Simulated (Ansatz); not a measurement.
LaAlO₃:
Space group Pm-3m (No. 221); a = b = c = 3.7715 Å, α = β = γ = 90.00°

```
atom  site  symmetry       x       y       z
----  ----  --------  ------  ------  ------
La      1b      m-3m  0.5000  0.5000  0.5000
Al      1a      m-3m  0.0000  0.0000  0.0000
O       3d    4/mm.m  0.0000  0.0000  0.5000
```

Relaxed with PBEsol. The program Ansatz at the PBEsol level (PAW) gives a gap of 3.45 eV.

Question: What gap does HSE06 give on the same cell (Ansatz, PAW)?

Answer: 4.89 eV, 1.44 eV more. The hybrid was solved on a coarser mesh and at special points; the gap given is the minimum over both.

| k | v1 PBEsol | c1 PBEsol | v1 HSE06 | c1 HSE06 |
|---|---|---|---|---|
| Γ | -0.09 | 3.45 | -0.15 | 4.89 |
| R | 0.00 | 4.55 | (withheld) | (withheld) |
| M | -0.02 | 4.39 | (withheld) | (withheld) |
| X | -1.09 | 4.37 | (withheld) | (withheld) |

Question: Top valence (v1) and lowest conduction level (c1) in eV from each method's valence maximum (which need not be a listed point): supply the withheld HSE06 values.

Answer: 
- X, v1 HSE06: -1.21
- X, c1 HSE06: 7.25
- M, v1 HSE06: -0.06
- M, c1 HSE06: 7.30
- R, v1 HSE06: 0.00
- R, c1 HSE06: 7.21

Cost on shared cores: the PBEsol run (SCF on a 7×7×7 mesh, then bands and DOS) around 7 core-seconds (rough), the HSE06 run (SCF on 4×4×4, then a few points) roughly 28 core-seconds; the tasks are unlike.

This is a known high-temperature phase of the composition, computed here at zero pressure and temperature. The cell was relaxed with PBEsol under the symmetry of its start. At this level the phase is dynamically unstable (imaginary phonons). Spin–orbit coupling is left out wherever it is not named.

Potentials: the earlier of the program's two PAW sets. The files were generated under PBE; for other functionals the program regenerates the frozen cores, and for LDA and PBEsol the local potential too.
